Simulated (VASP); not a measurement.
# CoSi (P2_13) in VASP: band structure with PBE

Aim: the band structure of CoSi with PBE.

Program: VASP 6.6.1. These are calculated values, not measurements. Logs are shortened: lines on timing, memory, paths and dates and some standing lists are left out, and cuts for length are marked.

## Step 1: The crystal as given

It takes space group P2_13 (No. 198, cubic). Conventional cell: a = 4.430 Å, b = 4.430 Å, c = 4.430 Å, α = 90.00°, β = 90.00°, γ = 90.00°. Co (site symmetry 3) is surrounded by 7 Si at 2.32 to 2.43 Å. Si (site symmetry 3) is surrounded by 7 Co at 2.32 to 2.43 Å.

The cell was built by a generator and needn't be a form met in nature.

## Step 2: Band structure, PBE

Input file INCAR:

```
SYSTEM = CoSi
PREC = Accurate
ENCUT = 520
EDIFF = 1E-6
ISMEAR = 0
SIGMA = 0.1
LREAL = .FALSE.
LASPH = .TRUE.
NELM = 100
ALGO = Normal
ISIF = 2
LWAVE = .FALSE.
LCHARG = .FALSE.
LMAXMIX = 4
GGA = PE
```

Input file KPOINTS:

```
Automatic mesh
0
G
  8 8 8
  0 0 0
```

Input file POSCAR:

```
CoSi
1.0
    4.4299500000      0.0000000000      0.0000000000
    0.0000000000      4.4299500000      0.0000000000
    0.0000000000      0.0000000000      4.4299500000
Co Si
4 4
Direct
    0.1450510000      0.1450510000      0.1450510000
    0.6450510000      0.3549490000      0.8549490000
    0.8549490000      0.6450510000      0.3549490000
    0.3549490000      0.8549490000      0.6450510000
    0.8432420000      0.8432420000      0.8432420000
    0.3432420000      0.6567580000      0.1567580000
    0.1567580000      0.3432420000      0.6567580000
    0.6567580000      0.1567580000      0.3432420000
```

Input file KPOINTS_OPT:

```
path GXMGRX,MR
10
line-mode
reciprocal
 0.0000000000  0.0000000000  0.0000000000  G
 0.0000000000  0.5000000000  0.0000000000  X

 0.0000000000  0.5000000000  0.0000000000  X
 0.5000000000  0.5000000000  0.0000000000  M

 0.5000000000  0.5000000000  0.0000000000  M
 0.0000000000  0.0000000000  0.0000000000  G

 0.0000000000  0.0000000000  0.0000000000  G
 0.5000000000  0.5000000000  0.5000000000  R

 0.5000000000  0.5000000000  0.5000000000  R
 0.0000000000  0.5000000000  0.0000000000  X

 0.5000000000  0.5000000000  0.0000000000  M
 0.5000000000  0.5000000000  0.5000000000  R
```

Potentials or basis: VASP PAW PBE potentials, release 64 (Co, Si).

Run with:

```console
> cat potpaw_PBE.64/Co/POTCAR potpaw_PBE.64/Si/POTCAR > POTCAR
> mpirun -np 1 vasp_std > vasp.out
```

OUTCAR:

```text
SYSTEM = CoSi
   PREC = Accurate
   ENCUT = 520
   EDIFF = 1E-6
   ISMEAR = 0
   LREAL = .FALSE.
   LASPH = .TRUE.
   NELM = 100
   ISIF = 2
   GGA = PE

 ion  position               nearest neighbor table
   1  0.145  0.145  0.145-   5 2.32   6 2.34   7 2.34   8 2.34   6 2.43   7 2.43   8 2.43   3 2.72
                             4 2.72   2 2.72   4 2.72   3 2.72   2 2.72
   2  0.645  0.355  0.855-   6 2.32   8 2.34   7 2.34   5 2.34   5 2.43   8 2.43   7 2.43   1 2.72
                             3 2.72   3 2.72   4 2.72   4 2.72   1 2.72
   3  0.855  0.645  0.355-   7 2.32   6 2.34   8 2.34   5 2.34   5 2.43   6 2.43   8 2.43   1 2.72
                             2 2.72   2 2.72   1 2.72   4 2.72   4 2.72
   4  0.355  0.855  0.645-   8 2.32   7 2.34   6 2.34   5 2.34   5 2.43   7 2.43   6 2.43   1 2.72
                             1 2.72   2 2.72   2 2.72   3 2.72   3 2.72
   5  0.843  0.843  0.843-   1 2.32   2 2.34   3 2.34   4 2.34   2 2.43   3 2.43   4 2.43   6 2.74
                             7 2.74   8 2.74   8 2.74   7 2.74   6 2.74
   6  0.343  0.657  0.157-   2 2.32   3 2.34   4 2.34   1 2.34   1 2.43   3 2.43   4 2.43   7 2.74
                             8 2.74   5 2.74   8 2.74   7 2.74   5 2.74
   7  0.157  0.343  0.657-   3 2.32   4 2.34   2 2.34   1 2.34   1 2.43   4 2.43   2 2.43   6 2.74
                             8 2.74   5 2.74   8 2.74   6 2.74   5 2.74
   8  0.657  0.157  0.343-   4 2.32   2 2.34   3 2.34   1 2.34   1 2.43   2 2.43   3 2.43   6 2.74
                             7 2.74   5 2.74   6 2.74   7 2.74   5 2.74

  LATTYP: Found a simple cubic cell.
 ALAT       =     4.4299500000

  Lattice vectors:

 A1 = (   4.4299500000,   0.0000000000,   0.0000000000)
 A2 = (   0.0000000000,   4.4299500000,   0.0000000000)
 A3 = (   0.0000000000,   0.0000000000,   4.4299500000)

Analysis of symmetry for initial positions (statically):
=====================================================================
 Subroutine PRICEL returns:
 Original cell was already a primitive cell.

 Routine SETGRP: Setting up the symmetry group for a
 simple cubic supercell.

 Subroutine GETGRP returns: Found 12 space group operations
 (whereof  3 operations were pure point group operations)
 out of a pool of 48 trial point group operations.

The static configuration has the point symmetry C_3 .
 The point group associated with its full space group is T   .

Analysis of symmetry for dynamics (positions and initial velocities):
=====================================================================
 Subroutine PRICEL returns:
 Original cell was already a primitive cell.

 Routine SETGRP: Setting up the symmetry group for a
 simple cubic supercell.

 Subroutine GETGRP returns: Found 12 space group operations
 (whereof  3 operations were pure point group operations)
 out of a pool of 48 trial point group operations.

The dynamic configuration has the point symmetry C_3 .
 The point group associated with its full space group is T   .

 Subroutine INISYM returns: Found 12 space group operations
 (whereof  3 operations are pure point group operations),
 and found     1 'primitive' translations

----------------------------------------------------------------------------------------

                                     Primitive cell

  volume of cell :      86.9354

  direct lattice vectors                    reciprocal lattice vectors
     4.429950000  0.000000000  0.000000000     0.225736182  0.000000000  0.000000000
     0.000000000  4.429950000  0.000000000     0.000000000  0.225736182  0.000000000
     0.000000000  0.000000000  4.429950000     0.000000000  0.000000000  0.225736182

  length of vectors
     4.429950000  4.429950000  4.429950000     0.225736182  0.225736182  0.225736182

  position of ions in fractional coordinates (direct lattice)
     0.145051000  0.145051000  0.145051000
     0.645051000  0.354949000  0.854949000
     0.854949000  0.645051000  0.354949000
     0.354949000  0.854949000  0.645051000
     0.843242000  0.843242000  0.843242000
     0.343242000  0.656758000  0.156758000
     0.156758000  0.343242000  0.656758000
     0.656758000  0.156758000  0.343242000

  ion indices of the primitive-cell ions
   primitive index   ion index
                 1           1
                 2           2
                 3           3
                 4           4
                 5           5
                 6           6
                 7           7
                 8           8

----------------------------------------------------------------------------------------

 KPOINTS: Automatic mesh

Automatic generation of k-mesh.
 Grid dimensions read from file:
 generate k-points for:    8    8    8

 Generating k-lattice:

  Cartesian coordinates                     Fractional coordinates (reciprocal lattice)
     0.028217023  0.000000000  0.000000000     0.125000000  0.000000000  0.000000000
     0.000000000  0.028217023  0.000000000     0.000000000  0.125000000  0.000000000
     0.000000000  0.000000000  0.028217023     0.000000000  0.000000000  0.125000000

  Length of vectors
     0.028217023  0.028217023  0.028217023

  Shift w.r.t. Gamma in fractional coordinates (k-lattice)
     0.000000000  0.000000000  0.000000000

 Subroutine IBZKPT returns following result:
 ===========================================

 Found     45 irreducible k-points:

 Following reciprocal coordinates:
            Coordinates               Weight
  0.000000  0.000000  0.000000      1.000000
  0.125000  0.000000  0.000000      6.000000
  0.250000  0.000000  0.000000      6.000000
  0.375000  0.000000  0.000000      6.000000
  0.500000  0.000000  0.000000      3.000000
  0.125000  0.125000  0.000000     12.000000
[... 16 lines left out ...]
  0.250000  0.125000  0.125000     24.000000
  0.375000  0.125000  0.125000     24.000000
 [... further k-points ...]
   k-points           NKPTS =     45   k-points in BZ     NKDIM =     45   number of bands    NBANDS=     31
   number of dos      NEDOS =    301   number of ions     NIONS =      8
   total plane-waves  NPLWV =  46656
   dimension x,y,z NGX =    36 NGY =   36 NGZ =   36
   dimension x,y,z NGXF=    72 NGYF=   72 NGZF=   72
   ions per type =               4   4
   NGX,Y,Z   is equivalent  to a cutoff of  13.51, 13.51, 13.51 a.u.
   NGXF,Y,Z  is equivalent  to a cutoff of  27.02, 27.02, 27.02 a.u.
 SYSTEM =  CoSi
   PREC   = accura    normal or accurate (medium, high low for compatibility)
   ISTART =      0    job   : 0-new  1-cont  2-samecut
   ICHARG =      2    charge: 1-file 2-atom 10-const
   ISPIN  =      1    spin polarized calculation?
   LNONCOLLINEAR =      F non collinear calculations
   LSORBIT =      F    spin-orbit coupling
   LASPH  =      T    aspherical Exc in radial PAW
   ENCUT  =  520.0 eV  38.22 Ry    6.18 a.u.   8.24  8.24  8.24*2*pi/ulx,y,z
   NELM   =    100;   NELMIN=  2; NELMDL= -5     # of ELM steps
   EDIFF  = 0.1E-05   stopping-criterion for ELM
   LREAL  =      F    real-space projection
   EDIFFG = 0.1E-04   stopping-criterion for IOM
   NSW    =      0    number of steps for IOM
   IBRION =     -1    ionic relax: 0-MD 1-quasi-New 2-CG
   NFREE  =      0    steps in history (QN), initial steepest desc. (CG)
   ISIF   =      2    stress and relaxation
   ISYM   =      2    0-nonsym 1-usesym 2-fastsym
   POTIM  = 0.5000    time-step for ionic-motion
   TEBEG  =    0.0;   TEEND  =   0.0 temperature during run
   PSTRESS=    0.0 pullay stress
   NELECT =      52.0000    total number of electrons
   NUPDOWN=      -1.0000    fix difference up-down
   EMIN   =  10.00;   EMAX   =-10.00  energy-range for DOS
   EFERMI =   0.00;   METHOD = LEGACY
   ISMEAR =     0;   SIGMA  =   0.10  broadening in eV -4-tet -1-fermi 0-gaus
   EFERMI_NEDOS =   21; number of points for ismear=-14 and -15
   IALGO  =     38    algorithm
   IMIX   =      4    mixing-type and parameters
     AMIX     =   0.40;   BMIX     =  1.00
     AMIX_MAG =   1.60;   BMIX_MAG =  1.00
  volume/ion in A,a.u.               =      10.87        73.33
  Fermi-wavevector in a.u.,A,eV,Ry     =   1.379358  2.606609 25.886847  1.902630
  Thomas-Fermi vector in A             =   2.504335
   LORBIT       =      0    0 simple, 1 ext, 2 COOP (PROOUT), +10 PAW based schemes
   GGA     = PE    functional components
   LHFCALC =     F    Hartree Fock is set to
   AEXX    =    0.0000 exact exchange contribution
   IVDW    =     0    specifies the selected vdW correction
   LEPSILON=     F    determine dielectric tensor
   LRPA    =     F    only Hartree local field effects (RPA)
 non-spin polarized calculation
 Gauss-broadening in eV      SIGMA  =   0.10
  energy-cutoff  :      520.00
  volume of cell :       86.94
 maximum number of plane-waves:      2360
 NGX is ok and might be reduce to    36
   NGX = 17   NGY = 17   NGZ = 17

 number of electron      52.0000003 magnetization

 Free energy of the ion-electron system (eV)
  ---------------------------------------------------
  ext. energy  EPLUGINS =         0.00000000
  ---------------------------------------------------
  free energy    TOTEN  =       -54.75147279 eV

  energy without entropy =      -54.74462120  energy(sigma->0) =      -54.74804700

 E-fermi :  12.1306     XC(G=0): -12.8700

 val. band max:       12.1114335003   @ k =   0.5000   0.5000   0.3750
 cond. band min:      12.2500440329   @ k =   0.3750   0.3750   0.3750
 fundamental gap:      0.1386105325
 Fermi energy:        12.1305519558

 k-point     1 :       0.0000    0.0000    0.0000
  band No.  band energies     occupation
      1      -1.5602      2.00000
      2       3.9360      2.00000
      3       3.9360      2.00000
      4       3.9360      2.00000
      5       6.6370      2.00000
      6       6.6370      2.00000
[... 23 lines left out ...]
     30      14.6107      0.00000
     31      15.0284      0.00000

 k-point     2 :       0.1250    0.0000    0.0000
  band No.  band energies     occupation
      1      -1.4438      2.00000
      2       3.1423      2.00000
      3       4.0104      2.00000
      4       4.5070      2.00000
      5       6.2032      2.00000
      6       6.7067      2.00000
[... 740 lines left out ...]
 k-point    24 :       0.3750    0.1250    0.1250
  band No.  band energies     occupation
      1      -0.3129      2.00000
      2       1.3309      2.00000
      3       3.9647      2.00000
      4       4.9072      2.00000
      5       5.7686      2.00000
      6       6.5054      2.00000
[... 23 lines left out ...]
     30      14.1047      0.00000
     31      14.9574      0.00000

 [... further k-points ...]
[... 5 lines left out ...]
  --------------------------------------------------------------------------------------
  -------------------------------------------------------------------------------------
  Total       -0.0063448     -0.0063448     -0.0063448      0.0000000     -0.0000000      0.0000000
  in kB       -0.1169325     -0.1169325     -0.1169325      0.0000000     -0.0000000      0.0000000
  external PRESSURE =      -0.1169325 kB  Pullay stress =       0.0000000 kB

 VOLUME and BASIS-vectors are now :
 -----------------------------------------------------------------------------
  energy-cutoff  :      520.00
  volume of cell :       86.94
      direct lattice vectors                 reciprocal lattice vectors
     4.429950000  0.000000000  0.000000000     0.225736182  0.000000000  0.000000000
     0.000000000  4.429950000  0.000000000     0.000000000  0.225736182  0.000000000
     0.000000000  0.000000000  4.429950000     0.000000000  0.000000000  0.225736182

 POSITION                                       TOTAL-FORCE (eV/Angst)
 -----------------------------------------------------------------------------------
      0.64257      0.64257      0.64257         0.001005      0.001005      0.001005
      2.85754      1.57241      3.78738         0.001005     -0.001005     -0.001005
      3.78738      2.85754      1.57241        -0.001005      0.001005     -0.001005
      1.57241      3.78738      2.85754        -0.001005     -0.001005      0.001005
      3.73552      3.73552      3.73552        -0.002345     -0.002345     -0.002345
      1.52054      2.90941      0.69443        -0.002345      0.002345      0.002345
      0.69443      1.52054      2.90941         0.002345     -0.002345      0.002345
      2.90941      0.69443      1.52054         0.002345      0.002345     -0.002345
 -----------------------------------------------------------------------------------
    total drift:                               -0.000000      0.000000      0.000000

  FREE ENERGIE OF THE ION-ELECTRON SYSTEM (eV)
  ---------------------------------------------------
  free  energy   TOTEN  =       -54.7514727932 eV

  energy  without entropy=      -54.7446211983  energy(sigma->0) =      -54.74804700
```

Run time: 99 s. Hardware: 1 thread of Intel Xeon 6975P-C (Granite Rapids), shared host; peak memory 0.3 GiB.

Results:

```
Free energy             : -54.7515 eV
Pressure                : 0.0 GPa
Largest force           : 0.004 eV/Å
Band gap along the path : none (metal or under the smearing width)
```

Forces on the atoms (eV/Å):
```
Co   0.001  0.001  0.001
Co   0.001 -0.001 -0.001
Co  -0.001  0.001 -0.001
Co  -0.001 -0.001  0.001
Si  -0.002 -0.002 -0.002
Si  -0.002  0.002  0.002
Si   0.002 -0.002  0.002
Si   0.002  0.002 -0.002
```

Levels at the corners of the path, in eV from the Fermi level:
```tsv
point	band 22	band 23	band 24	band 25	band 26	band 27	band 28	band 29	band 30	band 31
Γ	-0.92	-0.79	-0.79	-0.02	-0.02	-0.02	2.48	2.48	2.48	2.90
X	-1.05	-0.66	-0.66	-0.50	-0.50	0.99	0.99	1.47	1.47	4.27
X	-1.05	-0.66	-0.66	-0.50	-0.50	0.99	0.99	1.47	1.47	4.27
M	-1.50	-1.01	-1.01	-0.05	-0.05	0.57	0.57	1.99	1.99	2.50
M	-1.50	-1.01	-1.01	-0.05	-0.05	0.57	0.57	1.99	1.99	2.50
Γ	-0.92	-0.79	-0.79	-0.02	-0.02	-0.02	2.48	2.48	2.48	2.90
Γ	-0.92	-0.79	-0.79	-0.02	-0.02	-0.02	2.48	2.48	2.48	2.90
R	-1.23	-1.23	-1.23	-0.23	-0.23	-0.23	-0.23	5.39	5.40	5.40
R	-1.23	-1.23	-1.23	-0.23	-0.23	-0.23	-0.23	5.39	5.40	5.40
X	-1.05	-0.66	-0.66	-0.50	-0.50	0.99	0.99	1.47	1.47	4.27
M	-1.50	-1.01	-1.01	-0.05	-0.05	0.57	0.57	1.99	1.99	2.50
R	-1.23	-1.23	-1.23	-0.23	-0.23	-0.23	-0.23	5.39	5.40	5.40
```

Spin polarisation is off, so any magnetic state and its effect on volume and gap are missing.
